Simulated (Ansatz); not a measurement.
The system is FeO (Wuestite).

```
Fe O
1.0
     1.51882    0.87689    2.51958
    -1.51882    0.87689    2.51958
     0.00000   -1.75378    2.51958
Fe O
1 1
Direct
  0.00000 0.00000 0.00000
  0.50000 0.50000 0.50000
```

Base run:

| Item | Value |
| --- | --- |
| Program | Ansatz 0.2.0 |
| Functional | PBE |
| Potentials or basis | Ansatz PAW |
| Cutoff | 420 eV (not typed: the program's choice for these potentials) |
| k mesh | 11 × 11 × 11 |
| Occupations | fermi-dirac, width 0.05 eV |
| Spin | collinear spin, ferromagnetic start |
| Starting moments | [3.0, 0.0] μB |

Its results: band gap on the k mesh none (metal or under the smearing width); pressure -1.2 GPa; net moment 4.00 μB per cell; site moments Fe +3.45; O +0.32 μB.

Q: After a change of settings the same cell gave: band gap on the k mesh none (metal or under the smearing width); pressure -16.4 GPa; net moment 4.00 μB per cell; site moments Fe +3.42; O +0.34 μB. Which change was it?
A. functional from PBE to PBEsol
B. functional from PBE to LDA
C. functional from PBE to r2SCAN; cutoff from 420 eV (not typed: the program's choice for these potentials) to 500 eV (not typed: the program's choice for these potentials)
D. functional from PBE to PBEsol; moments at the start from [3.0, 0.0] to [4.5, 0.0]

A: B.

LDA binds more tightly than PBE, so the same cell stands under less pressure.

Caveats: a cell with one magnetic atom can't hold antiferromagnetic order, which such compounds often take; semilocal functionals often make such compounds metallic where correlation or magnetic order opens a gap, which also shifts bond lengths; the PAW data sets come from PBE, with cores solved anew for the run's functional, which leaves a small shift of forces and pressure (some runs).
